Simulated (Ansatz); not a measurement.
# BP: the change of pressure with volume scale

All results are calculated (Ansatz 0.2.0). Periodic Kohn-Sham DFT of a crystal at fixed atoms, scaled to volume_scale times the given cell; pressure positive in compression, energy less spherical unpolarised free atoms, largest_vzz the field gradient of largest size among the nuclei.

The cell before it is scaled or strained (space group Fm-3m, No. 225):
```
cell vectors (Å)
   0.0000     2.1598     2.1598
   2.1598     0.0000     2.1598
   2.1598     2.1598     0.0000
atoms (fractions of the cell vectors)
B   0.00000  0.00000  0.00000
P   0.50000  0.50000  0.50000
```

Settings of every row: method frozen-core PAW; functional PBE; relativity scalar; k mesh 16x16x16; filling fermi-dirac; smearing width 0.05 eV; wave cutoff 420 eV; paw set soft_2.

Atom start moment: 0 on all atoms.

Limits: the cell comes from a prototype or a list of computed structures and needn't be the stable phase.

```csv
row,volume scale,V (Å³/atom),pressure (GPa)
1,0.9405,9.475,11.325
2,0.97,9.773,5.284
3,1,10.075,-0.001
4,1.03,10.377,-4.516
5,1.06,10.679,?
```

Question: what pressure should row 5 give?

Worked fit of pressure. Take u = (V_r/V)^(2/3) − 1 with V_r = 9.924 Å³ an atom, which is twice the finite (Eulerian) strain; such expansions in the strain, on which the Birch-Murnaghan equation of state is built, carry the rest volume and the bulk modulus. The shown rows have u = 0.03135, 0.01027, -0.01002, -0.02932. Least squares give pressure = 2.5423 + 259.836 × u + 649.55 × u² GPa; a straight line predicts inner rows, each left out in turn, worse (root mean square 0.38 against 0.011 GPa). The rows lie off it by -0.002, 0.005, -0.005, 0.002 (root mean square 0.0038 GPa). The pressure vanishes at u = -0.0100, or V = 10.08 Å³ an atom, and there the bulk modulus at fixed shape and fractions is B = −V dP/dV = (2/3)(1 + u) dP/du = 163 GPa. The withheld row has u = -0.04771, so the fit gives 2.5423 + 259.836 × (-0.04771) + 649.55 × (-0.04771)² = -8.376 GPa.

The calculation gave -8.392 GPa. The fit lies 0.016 GPa (0.081 % of the column's range) above it; its largest miss of a shown row is 0.005 GPa. This row lies beyond the range of the fit.
